In PBE, gallium phosphide has a band gap of 1.60 eV, and an electron that crosses it must change its crystal momentum as well as its energy. Such a gap is called indirect, and it makes a poor light emitter. Replace the phosphorus by arsenic, or the gallium by indium, and the crystal keeps its structure while the bonds grow longer. Do the gaps of GaAs and InP become direct, how wide are they, and how far does the hybrid functional HSE06 open them?

Band gaps of zincblende compounds (space group F-43m), computed with VASP 6.6.1 using plane waves and PAW, a 520 eV cutoff and no spin polarisation, in cells relaxed with r2SCAN. Gaps are read over the k mesh and named points. The k mesh column holds for PBE and r2SCAN; HSE06 uses the coarser mesh listed in each row.

```csv
formula,distinct k-meshes among the runs behind the row,element on site A,Z A,element on site B,Z B,volume per atom (Å³),shortest distance (Å),k mesh,"band gap, PBE (eV)","band gap, r2SCAN (eV)","band gap, HSE06 (eV)"
BN,12x12x12 / 8x8x8,B,5,N,7,5.88,1.563,12×12×12,4.464,4.982,5.779
BAs,10x10x10 / 6x6x6,B,5,As,33,13.68,2.071,10×10×10,1.180,1.375,1.841
AlN,10x10x10 / 8x8x8,Al,13,N,7,10.43,1.892,10×10×10,3.317,3.934,4.552
GaN,10x10x10 / 6x6x6,Ga,31,N,7,11.38,1.948,10×10×10,1.764,2.157,3.022
GaP,8x8x8 / 6x6x6,Ga,31,P,15,20.24,2.360,8×8×8,1.603,1.862,2.264
GaAs,8x8x8 / 6x6x6,Ga,31,As,33,22.74,2.454,8×8×8,?,?,?
InP,8x8x8 / 6x6x6,In,49,P,15,25.77,2.558,8×8×8,?,?,?
```

The HSE06 runs use screened exact exchange, on the coarser of the two meshes in each row.

**BN and BAs: one column, different gaps.** In every known row the highest filled level lies at Γ, the point of zero crystal momentum. The lowest empty level moves about: in BN it sits at X, on the edge of the allowed momenta, and in BAs close to X. At Γ itself, the lowest empty level of BAs is threefold, the mark of p orbitals, and in PBE a single s-like level lies 1.4 eV higher. A band gap therefore has to be read together with the place and the kind of the level that sets it.

**AlN and GaN: the metal makes the difference.** These two have nearly the same bond length, yet in PBE their gaps at Γ differ by 2.4 eV. The empty level there is s-like: an antibonding mix of the s orbitals of both atoms. Gallium's outer s orbital is bound more deeply than aluminium's, because the filled 3d shell screens the larger nuclear charge poorly. It draws the mixed level down. The slightly longer bond of GaN helps, and so do the filled 3d levels, which push the valence top up. GaN ends up direct, while AlN still has its lowest empty level at X. Both nitrides usually crystallise as wurtzite, so these gaps belong to the zincblende form only.

**GaP: on the edge.** In PBE the s-like level at Γ lies only 0.22 eV above the lowest empty level, which is near X; in HSE06 the distance is 0.53 eV. A modest push downwards would make the compound direct. Longer bonds give such a push, since they weaken the coupling that holds the antibonding level up. They also weaken the bonding of the p orbitals at the valence top, which then rises, so the gap at Γ closes from both sides.

This picture can be turned into an estimate. Two orbitals with energies $\varepsilon_A$ and $\varepsilon_B$ and coupling $V$ form levels at

$$E=\frac{\varepsilon_A+\varepsilon_B}{2}\pm\sqrt{\left(\frac{\varepsilon_A-\varepsilon_B}{2}\right)^2+V^2}.$$

The upper sign with s orbitals gives the empty level, the lower sign with p orbitals the valence top. In atomic units the couplings are about $5.3/d^2$ for s and $1.3/d^2$ for p, where $d$ is the bond length.

For GaAs, rough atomic levels are −0.34 and −0.54 hartree for the s orbitals of Ga and As, and −0.10 and −0.20 hartree for the p orbitals. The bond of 2.454 Å is 4.637 bohr, so the couplings are 0.246 and 0.060 hartree. Then

$$E_\mathrm{s}=-0.44+\sqrt{0.10^2+0.246^2}=-0.174,$$

$$E_\mathrm{p}=-0.15-\sqrt{0.05^2+0.060^2}=-0.228.$$

The difference is 0.054 hartree, or 1.5 eV.

That raw number still needs a correction. The same recipe gives GaN 6.2 eV where PBE gives 1.8 eV, so the simple recipe fails for nitrides, whether through its couplings or its atomic levels. A straight line from raw estimate to PBE gap, with a separate offset for nitrides, was therefore fitted to the s-like levels of BAs, AlN, GaN and GaP. For GaAs, which took no part in the fit, it turns the raw value into $-1.63+1.30\times1.48\approx0.3$ eV. Three constants on four rows are a thin basis: when each row in turn is left out, the typical error is 0.5 eV.

The step to HSE06 has a different origin. In PBE, filled and empty levels feel the same local exchange potential. HSE06 replaces a quarter of its short-range part by exact exchange, which binds filled levels more strongly than empty ones. A simple guess, not a derived law, is that this opening is larger where the orbitals are packed closely, roughly as the screened repulsion between two charges one bond length apart, $C\,\mathrm{erfc}(\omega d)/d$. Here erfc is the factor that cuts off the long range, with $\omega=0.2$ Å⁻¹, and $C$ was fitted to the openings at Γ of AlN, GaN and GaP.

The kind of level matters here too. In GaP, HSE06 adds 0.97 eV at Γ but only 0.66 eV to the indirect band gap. For BAs, whose lowest empty level at Γ is p-like, the formula overshoots the opening there by 0.33 eV. BN, also outside the fit, is overshot by only 0.08 eV although its level at Γ is expected to be p-like too, so the kind of level may not be the whole cause. The failure for BAs is the reason for an error bar much wider than the fit itself would suggest.

The forecasts are these:

- Both compounds are direct at Γ, because the s-like level should fall further than the one near X.
- The PBE gap is 0.3 ± 0.5 eV for GaAs and 0.9 ± 0.5 eV for InP. GaAs is probably the smaller, though the ranges overlap.
- HSE06 adds 0.9 ± 0.2 eV in GaAs and 0.8 ± 0.2 eV in InP, more than the 0.66 eV of GaP's band gap.
- The HSE06 gap is then 1.2 ± 0.6 eV for GaAs and 1.7 ± 0.6 eV for InP.
- r2SCAN lies between PBE and HSE06, as it does in every known row.

The withheld rows as computed:

```csv
formula,distinct k-meshes among the runs behind the row,element on site A,Z A,element on site B,Z B,volume per atom (Å³),shortest distance (Å),k mesh,"band gap, PBE (eV)","band gap, r2SCAN (eV)","band gap, HSE06 (eV)"
GaAs,8x8x8 / 6x6x6,Ga,31,As,33,22.74,2.454,8×8×8,0.470,0.943,1.360
InP,8x8x8 / 6x6x6,In,49,P,15,25.77,2.558,8×8×8,0.582,1.030,1.353
```

**GaAs: a hit, somewhat low.** PBE gives 0.47 eV, so the forecast was 0.18 eV too small but well inside its range. In the two-level picture, arsenic lowers the empty level at Γ in two ways: its s orbital is deeper than that of phosphorus, and its bond to gallium is longer. Its p orbitals are also bound less deeply, which raises the valence top. The forecast of a direct gap holds as well: the calculations place the lowest empty level of GaAs at Γ in all three functionals. The reason given for it is confirmed too. Counted from the valence top in HSE06, the empty level at Γ lies 1.4 eV lower than in GaP, while the one at X lies only about 0.2 eV below GaP's lowest level near X.

**InP: inside the range, but the contrast is wrong.** The computed PBE gap is 0.58 eV, 0.30 eV below the forecast. GaAs does have the smaller PBE gap, yet by 0.1 eV instead of the 0.6 eV predicted. In the model, indium's shallower s orbital offsets much of what the longer bond does; in the calculation the gap shrinks further. Perhaps the coupling to indium decays faster with distance than $1/d^2$, or the filled 4d levels of indium push the valence top up more than gallium's 3d levels do; these rows test neither. InP is direct too, with its lowest empty level at Γ in all three functionals.

**The opening: the better forecast.** HSE06 adds 0.89 eV in GaAs and 0.77 eV in InP, each within 0.03 eV of the formula. That is closer than a constant taken from three compounds entitles one to hope for. Simply carrying over the 0.66 eV of GaP's band gap would have fallen short by 0.23 eV in GaAs and by 0.11 eV in InP. The opening at Γ also shrinks from GaP to GaAs to InP as the bond lengthens, as the exchange argument suggests.

The HSE06 gaps come out at 1.36 eV for GaAs and 1.35 eV for InP, so the forecasts missed by 0.20 eV downwards and 0.33 eV upwards. Most of both misses was inherited from the PBE step. The r2SCAN gaps lie between the other two, as predicted, and cover a little over half of the way to HSE06. The printed output after this text lists the fits and their misses.

Expressed as a wavelength of light, the difference between the functionals is striking. A photon's wavelength in micrometres is about 1.24 divided by its energy in eV, so the HSE06 gap of GaAs corresponds to 0.9 µm and the PBE gap to 2.6 µm. Even the HSE06 value leaves out spin-orbit coupling, which raises the valence top of GaAs and narrows its gap by roughly 0.1 eV.

These two cases suggest a practical rule for anyone who corrects a cheap PBE gap with the help of a related compound. Take the correction at the same point and for the same kind of empty level, not from the neighbour's band gap as such, and then reduce it if the bond is longer. GaP's opening at Γ, carried over unchanged, is 0.08 eV too large for GaAs and 0.20 eV too large for InP; the dependence on bond length removes most of that excess. For InP this reduction is essential, because the unreduced value misses by more than the opening of GaP's band gap does.

Output of the analysis:

```
fit of gS on 4 rows: constant -1.625 +/- 0.46, coefficient of est 1.296 +/- 0.12, coefficient of nit -4.574 +/- 0.45; rms 0.117, worst GaN 0.134, leave-one-out rms 0.492
  rows outside the fit (model, value, miss): GaAs 0.2933, 0.47, -0.177; InP 0.8822, 0.582, 0.3
fit of opG on 3 rows (Z_A > 5): coefficient of short 4.294 +/- 0.077; rms 0.0304, worst GaP -0.0423, leave-one-out rms 0.0422
  rows outside the fit (model, value, miss): BN 1.814, 1.733, 0.081; BAs 1.165, 0.8367, 0.328; GaAs 0.8627, 0.89, -0.0273; InP 0.7978, 0.771, 0.0268
Gaps and openings in eV:
   row  PBE gap to s-like level at Γ  raw two-level estimate  HSE06 less PBE band gap  HSE06 less PBE at Γ  r2SCAN less PBE band gap
    BN                           n/a                   13.29                    1.315                1.733                     0.518
   BAs                         4.633                   4.904                    0.661               0.8367                     0.195
   AlN                         4.185                   7.911                    1.235                1.353                     0.617
   GaN                         1.764                   6.249                    1.258                1.258                     0.393
   GaP                         1.825                   2.588                    0.661               0.9692                     0.259
  GaAs                          0.47                   1.481                     0.89                 0.89                     0.473
   InP                         0.582                   1.935                    0.771                0.771                     0.448
GaP in PBE, gap at Γ less band gap (eV): 0.222
AlN less GaN, PBE gap at Γ (eV): 2.422
Two-level shift of the s-like level from GaP to GaAs and InP (eV): -0.782, -0.4576
Two-level shift of the valence top from GaP to GaAs and InP (eV): 0.3258, 0.1957
HSE06 gap forecast for GaAs and InP (eV): 1.156, 1.68
HSE06 forecast less computed for GaAs and InP (eV): -0.204, 0.327
```
